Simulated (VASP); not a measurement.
## Si: band structure with PW91

Si:

```
CELL_PARAMETERS angstrom
0.00000 2.72185 2.72185
2.72185 0.00000 2.72185
2.72185 2.72185 0.00000
ATOMIC_POSITIONS crystal
Si 0.50000 0.50000 0.50000
Si 0.75000 0.75000 0.75000
```

| Property | Result |
| --- | --- |
| Program | VASP 6.6.1 |
| Task | band structure |
| Functional | PW91 |
| Potentials or basis | VASP PAW PBE potentials, release 64 (Si) |
| Cutoff | 520 eV |
| k mesh | 8 × 8 × 8 |
| Occupations | fermi-dirac, width 0.05 eV |
| Spin | no spin polarisation |
| Further INCAR settings | ALGO = Normal; EDIFF = 1e-07; NBANDS = 11 |

The band gap on the k mesh is 0.64 eV, indirect (least direct gap 2.58 eV). The band gap along the path is 0.60 eV, indirect (least direct gap 2.58 eV).

Levels at the corners of the path, in eV from the valence-band top:
| point | band 1 | band 2 | band 3 | band 4 | band 5 | band 6 | band 7 | band 8 | band 9 |
| --- | --- | --- | --- | --- | --- | --- | --- | --- | --- |
| Γ | -11.89 | 0.00 | 0.00 | 0.00 | 2.58 | 2.58 | 2.58 | 3.28 | 7.76 |
| X | -7.78 | -7.78 | -2.82 | -2.82 | 0.74 | 0.74 | 10.05 | 10.05 | 10.96 |
| X | -7.78 | -7.78 | -2.82 | -2.82 | 0.74 | 0.74 | 10.05 | 10.05 | 10.96 |
| W | -7.62 | -7.62 | -3.81 | -3.81 | 4.28 | 4.28 | 5.00 | 5.00 | 10.54 |
| W | -7.62 | -7.62 | -3.81 | -3.81 | 4.28 | 4.28 | 5.00 | 5.00 | 10.54 |
| K | -8.19 | -7.19 | -4.25 | -2.40 | 1.23 | 4.14 | 7.46 | 7.98 | 8.19 |
| K | -8.19 | -7.19 | -4.25 | -2.40 | 1.23 | 4.14 | 7.46 | 7.98 | 8.19 |
| Γ | -11.89 | 0.00 | 0.00 | 0.00 | 2.58 | 2.58 | 2.58 | 3.28 | 7.76 |
| Γ | -11.89 | 0.00 | 0.00 | 0.00 | 2.58 | 2.58 | 2.58 | 3.28 | 7.76 |
| L | -9.58 | -6.92 | -1.19 | -1.19 | 1.52 | 3.37 | 3.37 | 7.72 | 10.56 |
| L | -9.58 | -6.92 | -1.19 | -1.19 | 1.52 | 3.37 | 3.37 | 7.72 | 10.56 |
| U | -8.19 | -7.19 | -4.25 | -2.40 | 1.23 | 4.14 | 7.46 | 7.98 | 8.19 |
| U | -8.19 | -7.19 | -4.25 | -2.40 | 1.23 | 4.14 | 7.46 | 7.98 | 8.19 |
| W | -7.62 | -7.62 | -3.81 | -3.81 | 4.28 | 4.28 | 5.00 | 5.00 | 10.54 |
| W | -7.62 | -7.62 | -3.81 | -3.81 | 4.28 | 4.28 | 5.00 | 5.00 | 10.54 |
| L | -9.58 | -6.92 | -1.19 | -1.19 | 1.52 | 3.37 | 3.37 | 7.72 | 10.56 |
| L | -9.58 | -6.92 | -1.19 | -1.19 | 1.52 | 3.37 | 3.37 | 7.72 | 10.56 |
| K | -8.19 | -7.19 | -4.25 | -2.40 | 1.23 | 4.14 | 7.46 | 7.98 | 8.19 |
| U | -8.19 | -7.19 | -4.25 | -2.40 | 1.23 | 4.14 | 7.46 | 7.98 | 8.19 |
| X | -7.78 | -7.78 | -2.82 | -2.82 | 0.74 | 0.74 | 10.05 | 10.05 | 10.96 |

It took 56 s on 1 thread of Intel(R) Xeon(R) Platinum 8488C (Sapphire Rapids), with other jobs on the host, peak memory 0.18 GiB.

Caveat: the log is that of the step along the path at fixed density, whose energy, stress, charges and moments have no meaning. As with any semilocal functional, this PW91 gap is likely too small.
